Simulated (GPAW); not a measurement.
Write an ASE script for GPAW 26.7.0 that does the following.

```yaml
Task: relaxation of cell and atoms
Functional: PBEsol
Dispersion: D4
Potentials_or_basis: PAW data sets generated in the run's folder for this functional
Cutoff: 600 eV
Basis: pw
k_mesh: 13 × 13 × 13
Occupations: fermi-dirac, width 0.05 eV
Spin: collinear spin, ferromagnetic start
Starting_moments: "[1.0] μB"
Maxiter: 150
Optimizer: BFGS
Fmax: 0.02 eV/Å
Max_steps: 60
Convergence: density=1e-05 forces=0.0001
```

The system is Ni.

```
Ni
1.0
     0.00000    1.73757    1.73757
     1.73757    0.00000    1.73757
     1.73757    1.73757    0.00000
Ni
1
Direct
  0.00000 0.00000 0.00000
```

These files were run (other wordings do the same):

run.py

```python
from ase import Atoms
from ase.calculators.mixing import SumCalculator
from ase.filters import FrechetCellFilter
from ase.io import write
from ase.optimize import BFGS
from dftd4.ase import DFTD4
from gpaw import GPAW, PW, setup_paths

setup_paths.insert(0, '.')

atoms = Atoms(['Ni'],
              cell=[[0.0, 1.737572933, 1.737572933],
                    [1.737572933, 0.0, 1.737572933],
                    [1.737572933, 1.737572933, 0.0]],
              scaled_positions=[[0.0, 0.0, 0.0]],
              pbc=True)
atoms.set_initial_magnetic_moments([1.0])

calc = GPAW(mode=PW(600),
            xc='PBEsol',
            kpts={'size': (13, 13, 13), 'gamma': True},
            occupations={'name': 'fermi-dirac', 'width': 0.05},
            nbands=17,
            convergence={'density': 1e-05, 'forces': 0.0001},
            maxiter=150,
            txt='gpaw.txt')
atoms.calc = SumCalculator([calc, DFTD4(method='pbesol')])
opt = BFGS(FrechetCellFilter(atoms), trajectory='relax.traj', logfile='-')
done = opt.run(fmax=0.02, steps=60)
calc.write('gs.gpw')
write('result.traj', atoms)
print('Converged:', done)
print('Cell:', atoms.cell.cellpar().round(4))
print('Volume:', round(atoms.get_volume(), 4))
print(atoms.get_scaled_positions().round(5))
```

Potentials or basis: PAW data sets generated in the run's folder for this functional, pw.

The run is started by

```console
$ gpaw-setup -f PBEsol Ni
$ OMP_NUM_THREADS=1 python run.py
```

Results of the run:

The relaxed volume is 10.36 Å³/atom and the relaxed cell is a = 2.447 Å, b = 2.447 Å, c = 2.447 Å, α = 60.00°, β = 60.00°, γ = 60.00°. The space group after relaxing (to 0.05 Å) is Fm-3m (No. 225) and the energy gained by relaxing is 1.4 meV/atom. The ionic steps are 3. The pressure after relaxing is 0.0 GPa, the band gap on the k mesh is none (metal or under the smearing width) and the net moment is 0.63 μB per cell. The site moments are Ni +0.66 μB and the dispersion energy per atom is -0.274 eV.

Caveat: each step starts from the last one's moments, so a moment once lost doesn't come back; the stock nickel data set gives pressures a few GPa off other programs; later steps reuse the first step's grids; pairwise dispersion overbinds metals, which lowers pressure and volume.

Wall time 34 s on 1 thread of AMD EPYC 9R45 96-Core Processor (Zen 5), with other jobs on the host, peak memory 0.18 GiB.
